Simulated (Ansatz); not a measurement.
# Si64H defect cell, Si65 defect cell: relaxing the atoms and nudged elastic band, part 3 of 3

Aim: for Si64H defect cell, Si65 defect cell, 4 runs in a chain (relaxing the atoms and nudged elastic band).

Ansatz 0.2.0; DFT PBE, scalar-relativistic, plane waves, PAW. The steps go on from the part before.

## Step 7: Relaxing the atoms: Si65 defect cell, charge +0

It takes the final geometry of an earlier run: Si added.

Input file input.yaml:

```yaml
crystal:
  lattice:
    - [10.9403657457, 0.0, 0.0]
    - [0.0, 10.9403657457, 0.0]
    - [0.0, 0.0, 10.9403657457]
  atoms:
    - { symbol: Si, position: [0.5, 0.0, 0.0] }
    - { symbol: Si, position: [0.75, 0.25, 0.0] }
    - { symbol: Si, position: [0.75, 0.0, 0.25] }
    - { symbol: Si, position: [0.0, 0.0, 0.0] }
    - { symbol: Si, position: [0.25, 0.25, 0.0] }
    - { symbol: Si, position: [0.5, 0.5, 0.0] }
    - { symbol: Si, position: [0.75, 0.75, 0.0] }
    - { symbol: Si, position: [0.25, 0.0, 0.25] }
    - { symbol: Si, position: [0.5, 0.25, 0.25] }
    - { symbol: Si, position: [0.75, 0.5, 0.25] }
    - { symbol: Si, position: [0.5, 0.0, 0.5] }
    - { symbol: Si, position: [0.75, 0.25, 0.5] }
    - { symbol: Si, position: [0.75, 0.0, 0.75] }
    - { symbol: Si, position: [0.0, 0.5, 0.0] }
    - { symbol: Si, position: [0.25, 0.75, 0.0] }
    - { symbol: Si, position: [0.0, 0.25, 0.25] }
    - { symbol: Si, position: [0.25, 0.5, 0.25] }
    - { symbol: Si, position: [0.5, 0.75, 0.25] }
    - { symbol: Si, position: [0.0, 0.0, 0.5] }
    - { symbol: Si, position: [0.25, 0.25, 0.5] }
    - { symbol: Si, position: [0.5, 0.5, 0.5] }
    - { symbol: Si, position: [0.75, 0.75, 0.5] }
    - { symbol: Si, position: [0.25, 0.0, 0.75] }
    - { symbol: Si, position: [0.5, 0.25, 0.75] }
    - { symbol: Si, position: [0.75, 0.5, 0.75] }
    - { symbol: Si, position: [0.0, 0.75, 0.25] }
    - { symbol: Si, position: [0.0, 0.5, 0.5] }
    - { symbol: Si, position: [0.25, 0.75, 0.5] }
    - { symbol: Si, position: [0.0, 0.25, 0.75] }
    - { symbol: Si, position: [0.25, 0.5, 0.75] }
    - { symbol: Si, position: [0.5, 0.75, 0.75] }
    - { symbol: Si, position: [0.0, 0.75, 0.75] }
    - { symbol: Si, position: [0.625, 0.125, 0.125] }
    - { symbol: Si, position: [0.875, 0.375, 0.125] }
    - { symbol: Si, position: [0.875, 0.125, 0.375] }
    - { symbol: Si, position: [0.125, 0.125, 0.125] }
    - { symbol: Si, position: [0.375, 0.375, 0.125] }
    - { symbol: Si, position: [0.625, 0.625, 0.125] }
    - { symbol: Si, position: [0.875, 0.875, 0.125] }
    - { symbol: Si, position: [0.375, 0.125, 0.375] }
    - { symbol: Si, position: [0.625, 0.375, 0.375] }
    - { symbol: Si, position: [0.875, 0.625, 0.375] }
    - { symbol: Si, position: [0.625, 0.125, 0.625] }
    - { symbol: Si, position: [0.875, 0.375, 0.625] }
    - { symbol: Si, position: [0.875, 0.125, 0.875] }
    - { symbol: Si, position: [0.125, 0.625, 0.125] }
    - { symbol: Si, position: [0.375, 0.875, 0.125] }
    - { symbol: Si, position: [0.125, 0.375, 0.375] }
    - { symbol: Si, position: [0.375, 0.625, 0.375] }
    - { symbol: Si, position: [0.625, 0.875, 0.375] }
    - { symbol: Si, position: [0.125, 0.125, 0.625] }
    - { symbol: Si, position: [0.375, 0.375, 0.625] }
    - { symbol: Si, position: [0.625, 0.625, 0.625] }
    - { symbol: Si, position: [0.875, 0.875, 0.625] }
    - { symbol: Si, position: [0.375, 0.125, 0.875] }
    - { symbol: Si, position: [0.625, 0.375, 0.875] }
    - { symbol: Si, position: [0.875, 0.625, 0.875] }
    - { symbol: Si, position: [0.125, 0.875, 0.375] }
    - { symbol: Si, position: [0.125, 0.625, 0.625] }
    - { symbol: Si, position: [0.375, 0.875, 0.625] }
    - { symbol: Si, position: [0.125, 0.375, 0.875] }
    - { symbol: Si, position: [0.375, 0.625, 0.875] }
    - { symbol: Si, position: [0.625, 0.875, 0.875] }
    - { symbol: Si, position: [0.125, 0.875, 0.875] }
    - { symbol: Si, position: [0.3125, 0.3125, 0.3125] }
scf:
  occupations: { method: gaussian, width: 0.02 }
output:
  forces: true
  stress: false
  eigenvalues: true
hamiltonian:
  xc: pbe
kpoints:
  mp_grid: { grid: [2, 2, 2], shift: [0.5, 0.5, 0.5] }
relax:
  f_tol: 0.02
  adjacent_minimum: "off"
  escape_saddle: false
```

The run is started by

```
ansatz run input.yaml --threads 4 --pin off --max-ram 14336MiB --backend cpu --events-out ev --progress --plain --runs-dir out
```

The program printed:

```text
Warning: RAYON_NUM_THREADS=4 ignored (pool sized by the plan → 4); use --threads N
Engine: ansatz 0.2.0, x86_64-unknown-linux-gnu
Pseudopotentials: kind: paw
Pseudopotential: Si, paw, valence charge 4, recommended cutoff 420 eV (normal), Si.paw.azcp
Functional definition: PBE
  parameter kappa = 0.804
  parameter beta = 0.06672455060314922
  exchange = pbe_x(kappa = kappa, mu = beta*pi^2/3)
  correlation = pbe_c(beta = beta)
Crystal: 65 atoms, lattice volume = 1309.470 Å³
Basis set: ecut = 420 eV, 25677 PW (Γ), exchange–correlation on 150×150×150 points (8 copies of the dense FFT grid, shifted against one another)
Bands: 195, of which v1, the nominal top of the filled ones, is band 130 counted from 1 (129 counted from 0)
Symmetry: 12 space group operations
Space group: R-3m (ITA 166), of the structure as read, at distance tolerance 1.1e-4 Å
k-points: 2 of 8
Non-local potential: Si, projectors of the file, l = 0: 2, l = 1: 2, l = 2: 2
PAW form: soft (Blöchl's): semilocal exchange-correlation on the pseudo side does not see the compensation charge
PAW one-centre angular grid: Si, 110 points (default); XC on 64 Gauss nodes
Initial density: superposition of atomic densities (neutral atoms: chi_scale 0, normalization atom), corrected by the library's trained network
Initial wavefunctions: pseudopotential atomic-orbital guess
Functional: x = pbe(κ = 0.804, μ = 0.2195149727645171), c = pbe(β = 0.06672455060314922)
SCF iter   1: F=—  HF=-41323.205297 eV  |F-HF|=—  |Δ(HF+E_count)|=         —  Δρ=2.84e-3  dr2=2.64e-1  ethr=1.77e-3  ⟨swp⟩=6.0  Hψ=1826  notcnv=0  defer=79
preconditioner: auto → Resta (q_TF=auto, 2.084 Å⁻¹)  ε∞=5.5  [insulator: Δε(μ)=0.815 eV  Ē_g=7.800 eV  σ=0.020 eV  W_gap=1.00  n_scr=202 (ndim 8)  ℏωp=16.5 eV  f_vac=0.000  D(μ)=0.00/eV (n_scr^D=0)  ε∞_Penn≈5.5]
SCF iter   2: F=—  HF=-41323.165463 eV  |F-HF|=—  |Δ(HF+E_count)|=   3.98e-2  Δρ=1.37e-3  dr2=3.39e-2  ethr=1.02e-4  ⟨swp⟩=3.0  Hψ=470  notcnv=0  defer=106
SCF iter   3: F=—  HF=-41323.159725 eV  |F-HF|=—  |Δ(HF+E_count)|=   5.74e-3  Δρ=4.29e-4  dr2=3.16e-3  ethr=1.30e-5  ⟨swp⟩=2.0  Hψ=535  notcnv=0  defer=120
SCF iter   4: F=—  HF=-41323.158769 eV  |F-HF|=—  |Δ(HF+E_count)|=   9.56e-4  Δρ=8.04e-5  dr2=1.83e-4  ethr=1.21e-6  ⟨swp⟩=2.0  Hψ=530  notcnv=0  defer=120
SCF iter   5: F=—  HF=-41323.158830 eV  |F-HF|=—  |Δ(HF+E_count)|=   6.17e-5  Δρ=2.94e-5  dr2=1.89e-5  ethr=7.04e-8  ⟨swp⟩=2.0  Hψ=422  notcnv=0  defer=120
SCF iter   6: F=-41323.158845 eV  HF=-41323.158845 eV  |F-HF|=2.04e-7  |Δ(HF+E_count)|=   1.41e-5  Δρ=7.16e-6  dr2=1.39e-6  ethr=3.85e-9  ⟨swp⟩=16.0  Hψ=2735  notcnv=0
SCF 1 converged in 6 iterations: F = -41323.158845 eV  dr2 = 1.39e-6
relax step   1: F+E_penalty+E_count = -41323.15884475 eV  Δ(F+E_penalty+E_count) = +0.000e0 eV  max|allowed force component| = 1.945e0 eV/Å  Δτ_max = 0.0000 Å  (6 SCF iters, dr2 threshold 1.00e-5 eV, accepted)
[... 10 lines left out ...]
relax step   2: F+E_penalty+E_count = -41323.82694450 eV  Δ(F+E_penalty+E_count) = -6.681e-1 eV  max|allowed force component| = 8.265e-1 eV/Å  Δτ_max = 0.0717 Å  (5 SCF iters, dr2 threshold 1.00e-4 eV, accepted)
[... 7 lines left out ...]
relax step   3: F+E_penalty+E_count = -41323.96744481 eV  Δ(F+E_penalty+E_count) = -1.405e-1 eV  max|allowed force component| = 3.720e-2 eV/Å  Δτ_max = 0.0579 Å  (5 SCF iters, dr2 threshold 4.27e-5 eV, accepted)
[... 7 lines left out ...]
relax step   4: F+E_penalty+E_count = -41323.96744611 eV  Δ(F+E_penalty+E_count) = -1.307e-6 eV  max|allowed force component| = 3.688e-2 eV/Å  Δτ_max = 0.0000 Å  (4 SCF iters, accepted)
[... 8 lines left out ...]
relax step   5: F+E_penalty+E_count = -41323.97059989 eV  Δ(F+E_penalty+E_count) = -3.154e-3 eV  max|allowed force component| = 2.548e-2 eV/Å  Δτ_max = 0.0147 Å  (6 SCF iters, accepted)
[... 7 lines left out ...]
relax step   6: F+E_penalty+E_count = -41323.97107636 eV  Δ(F+E_penalty+E_count) = -4.765e-4 eV  max|allowed force component| = 1.102e-2 eV/Å  Δτ_max = 0.0042 Å  (5 SCF iters, accepted)
SCF converged after 5 iterations
Free energy (F): -41323.971076 eV
Harris-Foulkes:  -41323.971076 eV  (|F-HF|=4.22e-10)
Internal energy: -41323.971076 eV  (E = F + TS)
E sigma→0 (E₀):  -41323.971076 eV
Fermi energy:    6.729898 eV
--- Per-component energies (eV) ---
  E_band       = 290.808628
  E_kinetic    = 2615.924649
  E_local      = -1821.126764  (includes V_loc(G=0)·N_el)
  E_nonlocal   = 1684.170353
  E_hartree    = 502.841066
  E_xc         = -3584.484789
  E_vxc        = -3034.662106  (∫ρ·V_xc dr)
  E_paw        = -33328.940313  (= ΣΔE_a)
  E_vpaw       = -159.180058  (= ΣTr[D̂ρ^β])
  E_aug_tail   = 0.000408  (compensation charges beyond the density's cutoff)
  E_ewald      = -7392.355686
  E_smearing   = -0.000000  (= −TS)
  E_closure    = 0.000000  (closes the sum)
  Σ components = -41323.971076   (vs F -41323.971076, Δ=0.00e0)
--- Forces (eV/Å), atoms counted from 1 ---
  atom   1  Si    -0.01102484    -0.00148416    -0.00148416
  atom   2  Si     0.00311456     0.00696465     0.00340664
  atom   3  Si     0.00311456     0.00340664     0.00696465
  atom   4  Si     0.00114368     0.00114368     0.00114368
  atom   5  Si    -0.00051748    -0.00051748     0.00149895
  atom   6  Si     0.00764047     0.00764047    -0.00431567
  atom   7  Si    -0.00555615    -0.00555615    -0.00942379
  atom   8  Si    -0.00051748     0.00149895    -0.00051748
  atom   9  Si    -0.00322871     0.00715261     0.00715261
  atom  10  Si    -0.00277361    -0.00487586    -0.00042475
  atom  11  Si     0.00764047    -0.00431567     0.00764047
  atom  12  Si    -0.00277361    -0.00042475    -0.00487586
  atom  13  Si    -0.00555615    -0.00942379    -0.00555615
  atom  14  Si    -0.00148416    -0.01102484    -0.00148416
  atom  15  Si     0.00696465     0.00311456     0.00340664
  atom  16  Si     0.00149895    -0.00051748    -0.00051748
  atom  17  Si     0.00715261    -0.00322871     0.00715261
  atom  18  Si    -0.00487586    -0.00277361    -0.00042475
  atom  19  Si    -0.00148416    -0.00148416    -0.01102484
  atom  20  Si     0.00715261     0.00715261    -0.00322871
  atom  21  Si    -0.00549145    -0.00549145    -0.00549145
  atom  22  Si     0.00489684     0.00489684     0.00143847
  atom  23  Si     0.00696465     0.00340664     0.00311456
  atom  24  Si    -0.00487586    -0.00042475    -0.00277361
  atom  25  Si     0.00489684     0.00143847     0.00489684
  atom  26  Si     0.00340664     0.00311456     0.00696465
  atom  27  Si    -0.00431567     0.00764047     0.00764047
  atom  28  Si    -0.00042475    -0.00277361    -0.00487586
  atom  29  Si     0.00340664     0.00696465     0.00311456
  atom  30  Si    -0.00042475    -0.00487586    -0.00277361
  atom  31  Si     0.00143847     0.00489684     0.00489684
  atom  32  Si    -0.00942379    -0.00555615    -0.00555615
  atom  33  Si     0.00431567    -0.00764047    -0.00764047
  atom  34  Si     0.00277361     0.00042475     0.00487586
  atom  35  Si     0.00277361     0.00487586     0.00042475
  atom  36  Si     0.00549145     0.00549145     0.00549145
  atom  37  Si    -0.00715261    -0.00715261     0.00322871
  atom  38  Si     0.00148416     0.00148416     0.01102484
  atom  39  Si    -0.00489684    -0.00489684    -0.00143847
  atom  40  Si    -0.00715261     0.00322871    -0.00715261
  atom  41  Si    -0.00149895     0.00051748     0.00051748
  atom  42  Si    -0.00311456    -0.00340664    -0.00696465
  atom  43  Si     0.00148416     0.01102484     0.00148416
  atom  44  Si    -0.00311456    -0.00696465    -0.00340664
  atom  45  Si    -0.00489684    -0.00143847    -0.00489684
  atom  46  Si    -0.00764047     0.00431567    -0.00764047
  atom  47  Si     0.00042475     0.00277361     0.00487586
  atom  48  Si     0.00322871    -0.00715261    -0.00715261
  atom  49  Si     0.00051748    -0.00149895     0.00051748
  atom  50  Si    -0.00340664    -0.00311456    -0.00696465
  atom  51  Si    -0.00764047    -0.00764047     0.00431567
  atom  52  Si     0.00051748     0.00051748    -0.00149895
  atom  53  Si    -0.00114368    -0.00114368    -0.00114368
  atom  54  Si     0.00555615     0.00555615     0.00942379
  atom  55  Si     0.00042475     0.00487586     0.00277361
  atom  56  Si    -0.00340664    -0.00696465    -0.00311456
  atom  57  Si     0.00555615     0.00942379     0.00555615
  atom  58  Si     0.00487586     0.00277361     0.00042475
  atom  59  Si     0.01102484     0.00148416     0.00148416
  atom  60  Si    -0.00696465    -0.00311456    -0.00340664
  atom  61  Si     0.00487586     0.00042475     0.00277361
  atom  62  Si    -0.00696465    -0.00340664    -0.00311456
  atom  63  Si     0.00942379     0.00555615     0.00555615
  atom  64  Si    -0.00143847    -0.00489684    -0.00489684
  atom  65  Si    -0.00000000    -0.00000000    -0.00000000
  max |Σ_I F_I| component: 3.47e-17 eV/Å
--- Band table (eV) ---
  k-point 0: bands = ["-5.9011", "-5.3009", "-5.0113", "-5.0113", "-4.6757", "-4.5159", "-4.5159", "-4.1917", "-4.0140", "-3.9858", "-3.9858", "-3.6783", "-3.6783", "-3.6006", "-3.5583", "-3.5583", "-3.5328", "-3.3766", "-3.3766", "-3.3413", "-2.9948", "-2.8765", "-2.8765", "-2.5737", "-2.5737", "-2.5154", "-2.3588", "-2.3588", "-2.3392", "-2.3326", "-2.3326", "-2.3105", "-1.2510", "-0.9342", "-0.9342", "-0.7972", "-0.7972", "-0.7664", "-0.7395", "-0.6777", "-0.6777", "-0.6440", "-0.5599", "-0.5599", "-0.5315", "-0.4727", "-0.4727", "0.1787", "0.1819", "0.1819", "0.1978", "0.3148", "0.3148", "0.3223", "0.9761", "1.1461", "1.1461", "1.1837", "1.4865", "1.4865", "1.6249", "1.9298", "1.9298", "2.0631", "2.1318", "2.1318", "2.1470", "2.1696", "2.1696", "2.4713", "2.6991", "2.7076", "2.7076", "2.7385", "2.7385", "2.8475", "2.8475", "2.8684", "2.8684", "2.8738", "2.8791", "3.0792", "3.1158", "3.1158", "3.2101", "3.2101", "3.2284", "3.3702", "3.3702", "3.4405", "3.4785", "3.4785", "3.5020", "3.7171", "3.7171", "3.7866", "3.8561", "3.8561", "3.8593", "3.8776", "3.8776", "3.9562", "4.1162", "4.1162", "4.1974", "4.1974", "4.2184", "4.2257", "4.2333", "4.2333", "4.2810", "4.4623", "4.5097", "4.5097", "4.6077", "4.7702", "4.7702", "4.7856", "4.8411", "4.8644", "4.8644", "5.0164", "5.0164", "5.2757", "5.2757", "5.3696", "5.8019", "5.8019", "5.9114", "6.4779", "6.9825", "6.9825", "7.2620", "7.2620", "7.2766", "7.6680", "7.7103", "7.7323", "7.7323", "8.0798", "8.0798", "8.1015", "8.1242", "8.1242", "8.1817", "8.1817", "8.2347", "8.2628", "8.4325", "8.4325", "8.4819", "8.4949", "8.4949", "8.5242", "8.5678", "8.5678", "8.6510", "8.7765", "8.8940", "8.8940", "8.9057", "8.9057", "8.9324", "8.9701", "8.9701", "8.9732", "8.9996", "8.9996", "9.3653", "9.3653", "9.4122", "9.4164", "9.4164", "9.5381", "9.5793", "9.6013", "9.6013", "9.6252", "9.6252", "9.6456", "9.7264", "9.7264", "9.7602", "9.7632", "9.7632", "9.8492", "9.9508", "9.9508", "9.9683", "10.1228", "10.1228", "10.1827", "10.2415", "10.2415", "10.3216"]
[... 1 line left out ...]
--- Relaxed structure (6 steps of the walk, 6 accepted, 0 SCFs on fresh bases) ---
  F+E_penalty+E_count = -41323.97107636 eV   max|allowed force component| = 1.102e-2 eV/Å
  atoms:
    - { symbol: Si, position: [0.4987238053510677, -0.0022342377708421102, -0.0022342377708421102] }
    - { symbol: Si, position: [0.7506461742529358, 0.24993213548014379, -0.0014667974523626065] }
    - { symbol: Si, position: [0.7506461742529358, -0.0014667974523626065, 0.24993213548014379] }
    - { symbol: Si, position: [0.0032009874651544317, 0.0032009874651544312, 0.0032009874651544312] }
    - { symbol: Si, position: [0.249866736087855, 0.249866736087855, -0.0038722302318570764] }
    - { symbol: Si, position: [0.5050846204368402, 0.5050846204368401, -0.0032828051636555862] }
    - { symbol: Si, position: [0.7511988171148422, 0.7511988171148422, -5.236953950581252e-5] }
    - { symbol: Si, position: [0.249866736087855, -0.0038722302318570764, 0.249866736087855] }
    - { symbol: Si, position: [0.5113316141313239, 0.24811796771132835, 0.24811796771132835] }
    - { symbol: Si, position: [0.751538431835137, 0.5007950103220167, 0.2501158240660429] }
    - { symbol: Si, position: [0.5050846204368402, -0.0032828051636555862, 0.5050846204368402] }
    - { symbol: Si, position: [0.751538431835137, 0.2501158240660429, 0.5007950103220167] }
    - { symbol: Si, position: [0.7511988171148422, -5.2369539505812644e-5, 0.7511988171148422] }
    - { symbol: Si, position: [-0.0022342377708421102, 0.4987238053510677, -0.002234237770842111] }
    - { symbol: Si, position: [0.24993213548014379, 0.7506461742529358, -0.0014667974523626067] }
    - { symbol: Si, position: [-0.0038722302318570764, 0.249866736087855, 0.249866736087855] }
    - { symbol: Si, position: [0.24811796771132835, 0.5113316141313239, 0.24811796771132835] }
    - { symbol: Si, position: [0.5007950103220167, 0.751538431835137, 0.2501158240660429] }
    - { symbol: Si, position: [-0.0022342377708421102, -0.0022342377708421102, 0.4987238053510677] }
    - { symbol: Si, position: [0.24811796771132835, 0.24811796771132835, 0.5113316141313239] }
    - { symbol: Si, position: [0.49574932256559245, 0.49574932256559245, 0.49574932256559245] }
    - { symbol: Si, position: [0.7487131197679758, 0.7487131197679758, 0.5005781232112062] }
    - { symbol: Si, position: [0.24993213548014379, -0.0014667974523626067, 0.7506461742529358] }
    - { symbol: Si, position: [0.5007950103220167, 0.2501158240660429, 0.751538431835137] }
    - { symbol: Si, position: [0.7487131197679758, 0.5005781232112062, 0.7487131197679758] }
    - { symbol: Si, position: [-0.0014667974523626067, 0.7506461742529358, 0.24993213548014379] }
    - { symbol: Si, position: [-0.0032828051636555862, 0.5050846204368401, 0.5050846204368401] }
    - { symbol: Si, position: [0.2501158240660429, 0.751538431835137, 0.5007950103220167] }
    - { symbol: Si, position: [-0.0014667974523626065, 0.24993213548014379, 0.7506461742529358] }
    - { symbol: Si, position: [0.2501158240660429, 0.5007950103220167, 0.751538431835137] }
    - { symbol: Si, position: [0.5005781232112062, 0.7487131197679758, 0.7487131197679758] }
    - { symbol: Si, position: [-5.236953950581248e-5, 0.7511988171148422, 0.7511988171148422] }
    - { symbol: Si, position: [0.6282828051636555, 0.11991537956315981, 0.11991537956315981] }
    - { symbol: Si, position: [0.873461568164863, 0.3748841759339571, 0.12420498967798335] }
    - { symbol: Si, position: [0.873461568164863, 0.12420498967798335, 0.3748841759339571] }
    - { symbol: Si, position: [0.12925067743440755, 0.12925067743440755, 0.12925067743440755] }
    - { symbol: Si, position: [0.3768820322886716, 0.3768820322886716, 0.11366838586867617] }
    - { symbol: Si, position: [0.6272342377708422, 0.6272342377708422, 0.1262761946489323] }
    - { symbol: Si, position: [0.8762868802320241, 0.8762868802320241, 0.1244218767887939] }
    - { symbol: Si, position: [0.3768820322886716, 0.11366838586867614, 0.3768820322886716] }
    - { symbol: Si, position: [0.6288722302318571, 0.375133263912145, 0.37513326391214497] }
    - { symbol: Si, position: [0.8743538257470642, 0.6264667974523624, 0.37506786451985624] }
    - { symbol: Si, position: [0.6272342377708422, 0.1262761946489323, 0.6272342377708422] }
    - { symbol: Si, position: [0.8743538257470642, 0.37506786451985624, 0.6264667974523624] }
    - { symbol: Si, position: [0.8762868802320241, 0.1244218767887939, 0.8762868802320241] }
    - { symbol: Si, position: [0.11991537956315981, 0.6282828051636555, 0.11991537956315981] }
    - { symbol: Si, position: [0.3748841759339571, 0.873461568164863, 0.12420498967798335] }
    - { symbol: Si, position: [0.11366838586867617, 0.3768820322886716, 0.3768820322886716] }
    - { symbol: Si, position: [0.37513326391214497, 0.6288722302318571, 0.375133263912145] }
    - { symbol: Si, position: [0.6264667974523624, 0.8743538257470642, 0.37506786451985624] }
    - { symbol: Si, position: [0.11991537956315981, 0.11991537956315981, 0.6282828051636555] }
    - { symbol: Si, position: [0.37513326391214497, 0.375133263912145, 0.6288722302318571] }
    - { symbol: Si, position: [0.6217990125348456, 0.6217990125348456, 0.6217990125348456] }
    - { symbol: Si, position: [0.8738011828851577, 0.8738011828851577, 0.6250523695395058] }
    - { symbol: Si, position: [0.3748841759339571, 0.12420498967798335, 0.873461568164863] }
    - { symbol: Si, position: [0.6264667974523624, 0.37506786451985624, 0.8743538257470642] }
    - { symbol: Si, position: [0.8738011828851577, 0.6250523695395058, 0.8738011828851577] }
    - { symbol: Si, position: [0.12420498967798335, 0.873461568164863, 0.3748841759339571] }
    - { symbol: Si, position: [0.1262761946489323, 0.6272342377708422, 0.6272342377708422] }
    - { symbol: Si, position: [0.37506786451985624, 0.8743538257470642, 0.6264667974523624] }
    - { symbol: Si, position: [0.12420498967798335, 0.3748841759339571, 0.873461568164863] }
    - { symbol: Si, position: [0.37506786451985624, 0.6264667974523624, 0.8743538257470642] }
    - { symbol: Si, position: [0.6250523695395058, 0.8738011828851577, 0.8738011828851577] }
    - { symbol: Si, position: [0.1244218767887939, 0.8762868802320241, 0.8762868802320241] }
    - { symbol: Si, position: [0.3125, 0.3125, 0.3125] }
```

Run time: 84 s. Hardware: 4 threads of Intel Xeon at 2.70GHz, shared host; peak memory 3.1 GiB.

The steps of the relaxation:

| step | E - E(step 1) (eV/cell) | largest force component (eV/Å) |
| --- | --- | --- |
| 1 | 0.0000 | 1.9454 |
| 2 | -0.6681 | 0.8265 |
| 3 | -0.8086 | 0.0372 |
| 4 | -0.8086 | 0.0369 |
| 5 | -0.8118 | 0.0255 |
| 6 | -0.8122 | 0.0110 |

Step 1 is the start.

## Step 8: Summary of results

The summary covers parts 1 to 3.

```
step             system  energy above the lowest (eV)  gap on the mesh (eV)  time
   2  Si64H defect cell                         0.000                  0.94  99 s
   3  Si64H defect cell                         0.000                  0.94  99 s
   7   Si65 defect cell                           n/a                  0.50  84 s
```

Energies compare only among runs of one formula, size, charge, level and basis; each such set counts from its lowest member.

| quantity | value |
| --- | --- |
| barrier forwards | 0.42 eV |
| barrier backwards | 0.42 eV |
| second end relative to first | 0.000 eV |
| highest image | 2 of 0 to 4, climbing |
| band iterations | 9 |
| lowest curvatures at the top | -3.19 and 0.80 eV/Å² |

**Reading.** The top lies 0.42 eV above the first end, or 16 kT at room temperature, which at an assumed attempt frequency of 10^13 s⁻¹ means a rate near 10^6 s⁻¹. The two ends lie within 1 meV of each other. One curvature at the top is negative and the next is not: a first-order saddle point.

These are semilocal Kohn-Sham gaps, which aren't the measured quantity. Such gaps usually fall short of the measured ones.
